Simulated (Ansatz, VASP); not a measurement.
## KI in VASP and in Ansatz

```
CELL_PARAMETERS angstrom
4.33998 0.00000 0.00000
0.00000 4.33998 0.00000
0.00000 0.00000 4.33998
ATOMIC_POSITIONS crystal
K 0.00000 0.00000 0.00000
I 0.50000 0.50000 0.50000
```

Alike in both runs: functional PBE; k mesh 6 × 6 × 6; occupations gaussian, width 0.02 eV; no spin polarisation.

Ansatz relaxed the structure, and its values are those at the end. VASP's run is a single point on that final structure, the one shown.

|  | VASP | Ansatz |
| --- | --- | --- |
| version | VASP 6.6.1 | Ansatz 0.2.0 |
| potentials or method | VASP PAW PBE potentials, release 64 (K_sv, I) | scalar-relativistic, plane waves, PAW |
| plane-wave cutoff (eV) | 520 | 420 |
| valence electrons in the cell | 16 | 26 |

|  | VASP | Ansatz | Ansatz less VASP |
| --- | --- | --- | --- |
| gap on the k mesh at the Fermi level (eV) | 3.25 | 3.25 | +0.003 |
| least direct gap on the mesh (eV) | 3.59 | 3.59 | +0.003 |
| pressure (GPa) | 0.0 | 0.0 | -0.02 |

The functional is the same, so the differences come from potentials, cutoffs and numerics. The two sets of potentials don't hold the same shells in valence.

Caveats: spin-orbit coupling is left out, which moves the levels of the heavy elements. A k mesh can miss the band edges. Expect the measured gap to be larger: semilocal functionals such as PBE lack the derivative discontinuity.
